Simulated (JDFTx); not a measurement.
The system is CsPbCl3.

```
CELL_PARAMETERS angstrom
5.60500 0.00000 0.00000
0.00000 5.60500 0.00000
0.00000 0.00000 5.60500
ATOMIC_POSITIONS crystal
Pb 0.50000 0.50000 0.50000
Cs 0.00000 0.00000 0.00000
Cl 0.50000 0.00000 0.50000
Cl 0.00000 0.50000 0.50000
Cl 0.50000 0.50000 0.00000
```

Base run:

- Program: JDFTx 1.7.0 (patched build)
- Functional: PBEsol
- Potentials or basis: PseudoDojo-SR-PBEsol-0.4.1-standard with smoothed tails
- Cutoff: 789 eV
- Density cutoff: 6313 eV
- k mesh: 5 × 5 × 5
- Occupations: fermi-dirac, width 0.05 eV
- Spin: no spin polarisation

Its results: band gap on the k mesh 2.86 eV, direct; pressure 0.2 GPa.

Task: The run is repeated on the same cell with these changes: k mesh from 5 × 5 × 5 to 3 × 3 × 3. What comes out?

Result: Band gap on the k mesh 4.19 eV, direct; pressure -0.1 GPa.

Caveats: the empty levels aren't tightly converged; spin-orbit coupling is left out, which as a rule narrows the gap of such compounds by several tenths of an eV; an odd mesh through Γ misses points on the zone boundary, where band edges often lie.

Not every run made on this cell is shown here.
